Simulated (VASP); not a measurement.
# SrTiO3 (Pm-3m) in VASP: relaxation of cell and atoms with LDA

Aim: the relaxation of cell and atoms of SrTiO3 with LDA.

Program: VASP 6.6.1. These are calculated values, not measurements. Logs are shortened: lines on timing, memory, paths and dates and some standing lists are left out, and cuts for length are marked.

### 1 The structure

Symmetry: Pm-3m, No. 221, cubic system. The conventional cell has a = 3.860 Å, b = 3.860 Å, c = 3.860 Å, α = 90.00°, β = 90.00°, γ = 90.00°. Sr (site symmetry m-3m) is surrounded by 12 O at 2.73 Å. Ti (site symmetry m-3m) has 6 O at 1.93 Å as nearest neighbours. O (site symmetry 4/mmm) has 2 Ti at 1.93 Å as nearest neighbours.

### 2 Relaxation of cell and atoms, LDA

File INCAR:

```
SYSTEM = SrTiO3
  ALGO = Normal
  EDIFF = 1E-7
  EDIFFG = -0.005
  ENCUT = 600
  IBRION = 2
  ISIF = 3
  ISMEAR = 0
  LASPH = .True.
  LCHARG = .False.
  LREAL = .False.
  LWAVE = .False.
  NELM = 80
  NSW = 90
  PREC = Accurate
  SIGMA = 0.03
```

File KPOINTS:

```
k-points
0
Gamma
  8 8 8
  0 0 0
```

File POSCAR:

```
SrTiO3                                  
1.0
    3.8601041381     -0.0000000000      0.0000000000
    0.0000000000      3.8601041381      0.0000000000
   -0.0000000000     -0.0000000000      3.8601041381
  Sr              Ti              O             
     1     1     3
Direct
     0.5000000000000000    0.5000000000000000    0.5000000000000000
     0.0000000000000000    0.0000000000000000    0.0000000000000000
     0.5000000000000000    0.0000000000000000    0.0000000000000000
     0.0000000000000000    0.5000000000000000    0.0000000000000000
     0.0000000000000000    0.0000000000000000    0.5000000000000000
```

Potentials or basis: VASP PAW LDA potentials, release 64 (Sr_sv, Ti_sv, O).

Launch:

```console
$ cat potpaw_LDA.64/Sr_sv/POTCAR potpaw_LDA.64/Ti_sv/POTCAR potpaw_LDA.64/O/POTCAR > POTCAR
$ mpirun -np 1 vasp_std > vasp.out
```

OUTCAR:

```text
SYSTEM = SrTiO3
   EDIFF = 1E-7
   EDIFFG = -0.005
   ENCUT = 600
   IBRION = 2
   ISIF = 3
   ISMEAR = 0
   LASPH = .True.
   LREAL = .False.
   NELM = 80
   NSW = 90
   PREC = Accurate

 ion  position               nearest neighbor table
   1  0.500  0.500  0.500-   3 2.73   4 2.73   5 2.73   3 2.73   4 2.73   3 2.73   5 2.73   3 2.73
                             4 2.73   5 2.73   4 2.73   5 2.73   2 3.34   2 3.34   2 3.34   2 3.34
   2  0.000  0.000  0.000-   3 1.93   4 1.93   5 1.93   5 1.93   4 1.93   3 1.93   1 3.34   1 3.34
                             1 3.34   1 3.34   1 3.34   1 3.34   1 3.34   1 3.34
   3  0.500  0.000  0.000-   2 1.93   2 1.93   1 2.73   1 2.73   1 2.73   1 2.73
   4  0.000  0.500  0.000-   2 1.93   2 1.93   1 2.73   1 2.73   1 2.73   1 2.73
   5  0.000  0.000  0.500-   2 1.93   2 1.93   1 2.73   1 2.73   1 2.73   1 2.73

  LATTYP: Found a simple cubic cell.
 ALAT       =     3.8601041381

  Lattice vectors:

 A1 = (   3.8601041381,   0.0000000000,   0.0000000000)
 A2 = (   0.0000000000,   3.8601041381,   0.0000000000)
 A3 = (   0.0000000000,   0.0000000000,   3.8601041381)

Analysis of symmetry for initial positions (statically):
=====================================================================
 Subroutine PRICEL returns:
 Original cell was already a primitive cell.

 Routine SETGRP: Setting up the symmetry group for a
 simple cubic supercell.

 Subroutine GETGRP returns: Found 48 space group operations
 (whereof 48 operations were pure point group operations)
 out of a pool of 48 trial point group operations.

The static configuration has the point symmetry O_h .

Analysis of symmetry for dynamics (positions and initial velocities):
=====================================================================
 Subroutine PRICEL returns:
 Original cell was already a primitive cell.

 Routine SETGRP: Setting up the symmetry group for a
 simple cubic supercell.

 Subroutine GETGRP returns: Found 48 space group operations
 (whereof 48 operations were pure point group operations)
 out of a pool of 48 trial point group operations.

The dynamic configuration has the point symmetry O_h .

 Subroutine INISYM returns: Found 48 space group operations
 (whereof 48 operations are pure point group operations),
 and found     1 'primitive' translations

----------------------------------------------------------------------------------------

                                     Primitive cell

  volume of cell :      57.5171

  direct lattice vectors                    reciprocal lattice vectors
     3.860104138  0.000000000  0.000000000     0.259060368  0.000000000  0.000000000
     0.000000000  3.860104138  0.000000000     0.000000000  0.259060368  0.000000000
     0.000000000  0.000000000  3.860104138     0.000000000  0.000000000  0.259060368

  length of vectors
     3.860104138  3.860104138  3.860104138     0.259060368  0.259060368  0.259060368

  position of ions in fractional coordinates (direct lattice)
     0.500000000  0.500000000  0.500000000
     0.000000000  0.000000000  0.000000000
     0.500000000  0.000000000  0.000000000
     0.000000000  0.500000000  0.000000000
     0.000000000  0.000000000  0.500000000

  ion indices of the primitive-cell ions
   primitive index   ion index
                 1           1
                 2           2
                 3           3
                 4           4
                 5           5

----------------------------------------------------------------------------------------

 KPOINTS: k-points

Automatic generation of k-mesh.
 Grid dimensions read from file:
 generate k-points for:    8    8    8

 Generating k-lattice:

  Cartesian coordinates                     Fractional coordinates (reciprocal lattice)
     0.032382546  0.000000000  0.000000000     0.125000000  0.000000000  0.000000000
     0.000000000  0.032382546  0.000000000     0.000000000  0.125000000  0.000000000
     0.000000000  0.000000000  0.032382546     0.000000000  0.000000000  0.125000000

  Length of vectors
     0.032382546  0.032382546  0.032382546

  Shift w.r.t. Gamma in fractional coordinates (k-lattice)
     0.000000000  0.000000000  0.000000000

 Subroutine IBZKPT returns following result:
 ===========================================

 Found     35 irreducible k-points:

 Following reciprocal coordinates:
            Coordinates               Weight
  0.000000  0.000000  0.000000      1.000000
  0.125000  0.000000  0.000000      6.000000
  0.250000  0.000000  0.000000      6.000000
  0.375000  0.000000  0.000000      6.000000
  0.500000  0.000000  0.000000      3.000000
  0.125000  0.125000  0.000000     12.000000
[... 16 lines left out ...]
  0.375000  0.375000  0.125000     24.000000
  0.500000  0.375000  0.125000     24.000000
 [... further k-points ...]
   k-points           NKPTS =     35   k-points in BZ     NKDIM =     35   number of bands    NBANDS=     24
   number of dos      NEDOS =    301   number of ions     NIONS =      5
   total plane-waves  NPLWV =  32768
   dimension x,y,z NGX =    32 NGY =   32 NGZ =   32
   dimension x,y,z NGXF=    64 NGYF=   64 NGZF=   64
   ions per type =               1   1   3
   NGX,Y,Z   is equivalent  to a cutoff of  13.78, 13.78, 13.78 a.u.
   NGXF,Y,Z  is equivalent  to a cutoff of  27.56, 27.56, 27.56 a.u.
 SYSTEM =  SrTiO3
   PREC   = accura    normal or accurate (medium, high low for compatibility)
   ISTART =      0    job   : 0-new  1-cont  2-samecut
   ICHARG =      2    charge: 1-file 2-atom 10-const
   ISPIN  =      1    spin polarized calculation?
   LNONCOLLINEAR =      F non collinear calculations
   LSORBIT =      F    spin-orbit coupling
   LASPH  =      T    aspherical Exc in radial PAW
   ENCUT  =  600.0 eV  44.10 Ry    6.64 a.u.   7.71  7.71  7.71*2*pi/ulx,y,z
   NELM   =     80;   NELMIN=  2; NELMDL= -5     # of ELM steps
   EDIFF  = 0.1E-06   stopping-criterion for ELM
   LREAL  =      F    real-space projection
   EDIFFG = -.5E-02   stopping-criterion for IOM
   NSW    =     90    number of steps for IOM
   IBRION =      2    ionic relax: 0-MD 1-quasi-New 2-CG
   NFREE  =      1    steps in history (QN), initial steepest desc. (CG)
   ISIF   =      3    stress and relaxation
   ISYM   =      2    0-nonsym 1-usesym 2-fastsym
   POTIM  = 0.5000    time-step for ionic-motion
   TEBEG  =    0.0;   TEEND  =   0.0 temperature during run
   PSTRESS=    0.0 pullay stress
   NELECT =      40.0000    total number of electrons
   NUPDOWN=      -1.0000    fix difference up-down
   EMIN   =  10.00;   EMAX   =-10.00  energy-range for DOS
   EFERMI =   0.00;   METHOD = LEGACY
   ISMEAR =     0;   SIGMA  =   0.03  broadening in eV -4-tet -1-fermi 0-gaus
   EFERMI_NEDOS =   21; number of points for ismear=-14 and -15
   IALGO  =     38    algorithm
   IMIX   =      4    mixing-type and parameters
     AMIX     =   0.40;   BMIX     =  1.00
     AMIX_MAG =   1.60;   BMIX_MAG =  1.00
  volume/ion in A,a.u.               =      11.50        77.63
  Fermi-wavevector in a.u.,A,eV,Ry     =   1.450427  2.740909 28.623091  2.103738
  Thomas-Fermi vector in A             =   2.568040
   LORBIT       =      0    0 simple, 1 ext, 2 COOP (PROOUT), +10 PAW based schemes
   GGA     = CA    functional components
   LHFCALC =     F    Hartree Fock is set to
   AEXX    =    0.0000 exact exchange contribution
   IVDW    =     0    specifies the selected vdW correction
   LEPSILON=     F    determine dielectric tensor
   LRPA    =     F    only Hartree local field effects (RPA)
 conjugate gradient relaxation of ions
 non-spin polarized calculation
 Gauss-broadening in eV      SIGMA  =   0.03
  energy-cutoff  :      600.00
  volume of cell :       57.52
 maximum number of plane-waves:      1936
 NGX is ok and might be reduce to    32
   NGX = 15   NGY = 15   NGZ = 15

 number of electron      39.9999996 magnetization

 Free energy of the ion-electron system (eV)
  ---------------------------------------------------
  ext. energy  EPLUGINS =         0.00000000
  ---------------------------------------------------
  free energy    TOTEN  =       -44.18468012 eV

  energy without entropy =      -44.18468012  energy(sigma->0) =      -44.18468012

 E-fermi :   4.3073     XC(G=0): -11.9768

 val. band max:        4.1688796103   @ k =   0.5000   0.5000   0.5000
 cond. band min:       5.9781138173   @ k =   0.0000   0.0000   0.0000
 fundamental gap:      1.8092342070
 Fermi energy:         4.3073003553

 k-point     1 :       0.0000    0.0000    0.0000
  band No.  band energies     occupation
      1     -51.4172      2.00000
      2     -28.2230      2.00000
      3     -28.0946      2.00000
      4     -28.0946      2.00000
      5     -28.0946      2.00000
      6     -13.0889      2.00000
[... 16 lines left out ...]
     23       5.9781      0.00000
     24       8.7421      0.00000

 k-point     2 :       0.1250    0.0000    0.0000
  band No.  band energies     occupation
      1     -51.4168      2.00000
      2     -28.2401      2.00000
      3     -28.0940      2.00000
      4     -28.0940      2.00000
      5     -28.0857      2.00000
      6     -13.1027      2.00000
[... 16 lines left out ...]
     23       6.3662      0.00000
     24       8.7573      0.00000

 k-point     3 :       0.2500    0.0000    0.0000
  band No.  band energies     occupation
      1     -51.4161      2.00000
      2     -28.2773      2.00000
      3     -28.0927      2.00000
      4     -28.0927      2.00000
      5     -28.0680      2.00000
      6     -13.1946      2.00000
[... 16 lines left out ...]
     23       7.1420      0.00000
     24       8.7733      0.00000
[... 514 lines left out ...]
 k-point    23 :       0.3750    0.3750    0.1250
  band No.  band energies     occupation
      1     -51.4134      2.00000
      2     -28.2336      2.00000
      3     -28.1652      2.00000
      4     -28.1080      2.00000
      5     -28.0970      2.00000
      6     -12.6782      2.00000
[... 16 lines left out ...]
     23       8.2963      0.00000
     24      10.2462      0.00000

 k-point    24 :       0.5000    0.3750    0.1250
  band No.  band energies     occupation
      1     -51.4132      2.00000
      2     -28.2228      2.00000
      3     -28.1647      2.00000
      4     -28.1239      2.00000
      5     -28.1005      2.00000
      6     -12.5820      2.00000
[... 16 lines left out ...]
     23       8.4580      0.00000
     24      10.2809      0.00000

 [... further k-points ...]

------------------------ aborting loop because EDIFF is reached ----------------------------------------

  FORCE on cell =-STRESS in cart. coord.  units (eV):
  Direction    XX          YY          ZZ          XY          YZ          ZX
  --------------------------------------------------------------------------------------
  -------------------------------------------------------------------------------------
  Total       -0.0166958     -0.0166958     -0.0166958     -0.0000000     -0.0000000     -0.0000000
  in kB       -0.4650737     -0.4650737     -0.4650737     -0.0000000     -0.0000000     -0.0000000
  external PRESSURE =      -0.4650737 kB  Pullay stress =       0.0000000 kB

 VOLUME and BASIS-vectors are now :
 -----------------------------------------------------------------------------
  energy-cutoff  :      600.00
  volume of cell :       57.52
      direct lattice vectors                 reciprocal lattice vectors
     3.860104138  0.000000000  0.000000000     0.259060368  0.000000000  0.000000000
     0.000000000  3.860104138  0.000000000     0.000000000  0.259060368  0.000000000
     0.000000000  0.000000000  3.860104138     0.000000000  0.000000000  0.259060368

 POSITION                                       TOTAL-FORCE (eV/Angst)
 -----------------------------------------------------------------------------------
      1.93005      1.93005      1.93005         0.000000      0.000000      0.000000
      0.00000      0.00000      0.00000         0.000000      0.000000      0.000000
      1.93005      0.00000      0.00000         0.000000      0.000000      0.000000
      0.00000      1.93005      0.00000         0.000000      0.000000      0.000000
      0.00000      0.00000      1.93005         0.000000      0.000000      0.000000
 -----------------------------------------------------------------------------------
    total drift:                                0.000000      0.000000     -0.000000

  FREE ENERGIE OF THE ION-ELECTRON SYSTEM (eV)
  ---------------------------------------------------
  free  energy   TOTEN  =       -44.1846801169 eV

  energy  without entropy=      -44.1846801169  energy(sigma->0) =      -44.18468012

 reached required accuracy - stopping structural energy minimisation
```

Run time: 19 s. Hardware: 1 thread of Intel Xeon 6975P-C (Granite Rapids), shared host; peak memory 0.19 GiB.

Results:

```
Free energy             : -44.1847 eV
Pressure after relaxing : 0.0 GPa
Band gap on the k mesh  : 1.81 eV, indirect (least direct gap 2.15 eV)
```

Final structure:
```xyz
5
Lattice="3.8601 0.0000 0.0000 0.0000 3.8601 0.0000 0.0000 0.0000 3.8601" Properties=species:S:1:pos:R:3 pbc="T T T"
Sr    1.9301    1.9301    1.9301
Ti    0.0000    0.0000    0.0000
O     1.9301    0.0000    0.0000
O     0.0000    1.9301    0.0000
O     0.0000    0.0000    1.9301
```

Caveat: the relaxation stopped at its first step, so nothing moved.
